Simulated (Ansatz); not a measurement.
The system is Ca.

```
CELL_PARAMETERS angstrom
-2.20520 2.20520 2.19611
2.20520 -2.20520 2.19611
2.20520 2.20520 -2.19611
ATOMIC_POSITIONS crystal
Ca 0.50000 0.50000 0.00000
```

This isn't the form of Ca at room conditions, which is fcc.

Program: Ansatz 0.2.0. Alike in all runs: no spin polarisation; cell as given. Hardware: 1 thread of Arm Neoverse V1 (shared host).

Order these runs on this cell by their wall time, lowest first.
A. task density of states; level PBEsol+D3(BJ)-ATM; potentials or basis PseudoDojo stringent (PBEsol files); k mesh 9 × 9 × 9; cutoff (eV) 925; smearing gaussian 0.005 eV; other keys scf.occupations.method = gaussian; scf.occupations.width = 0.005
B. task atomic charges; level B3LYP; potentials or basis Ansatz PAW; k mesh 6 × 6 × 6; cutoff (eV) 420; smearing gaussian 0.02 eV; other keys scf.mixing.preconditioner = resta
C. task single point; level PBE; potentials or basis Ansatz PAW; k mesh 9 × 9 × 9; cutoff (eV) 420; smearing fermi-dirac 0.05 eV

C (2.3 s), A (13 s), B (37 s).
